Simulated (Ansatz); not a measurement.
The system is Bi.

```xyz
1
Lattice="-1.9814 1.9814 1.9814 1.9814 -1.9814 1.9814 1.9814 1.9814 -1.9814" Properties=species:S:1:pos:R:3 pbc="T T T"
Bi    0.0000    0.0000    0.0000
```

This isn't the form of Bi at room conditions, which is rhombohedral.

```yaml
Program: Ansatz 0.2.0
Task: relaxation of cell and atoms
Functional: RPBE
Dispersion: D4
Potentials_or_basis: Ansatz PAW
Cutoff: "420 eV (not typed: the program's choice for these potentials)"
k_mesh: 9 × 9 × 9
Occupations: fermi-dirac, width 0.05 eV
Spin: no spin polarisation
```

At the start: volume 31.12 Å³/atom.

Where does the relaxation end?

It ends after 4 steps and the volume is 29.93 Å³/atom (-3.8 %); space group Im-3m (No. 229, to 0.05 Å).

The path:
| step | energy change (eV) | largest force (eV/Å) | volume (Å³) |
| --- | --- | --- | --- |
| 1 | 0.0000 | 0.0000 | 31.12 |
| 2 | -0.0082 | 0.0000 | 29.62 |
| 3 | -0.0087 | 0.0000 | 29.93 |
| 4 | -0.0084 | 0.0000 | 29.93 |

Final structure:
```
Bi
1.0
    -1.95584    1.95584    1.95584
     1.95584   -1.95584    1.95584
     1.95584    1.95584   -1.95584
Bi
1
Cartesian
  0.0000 0.0000 0.0000
```

Caveat: the plane-wave basis is chosen anew once the cell has moved, so the energies of steps on either side of that aren't comparable; the PAW data sets come from PBE, with cores solved anew for the run's functional, which leaves a small shift of forces and pressure.
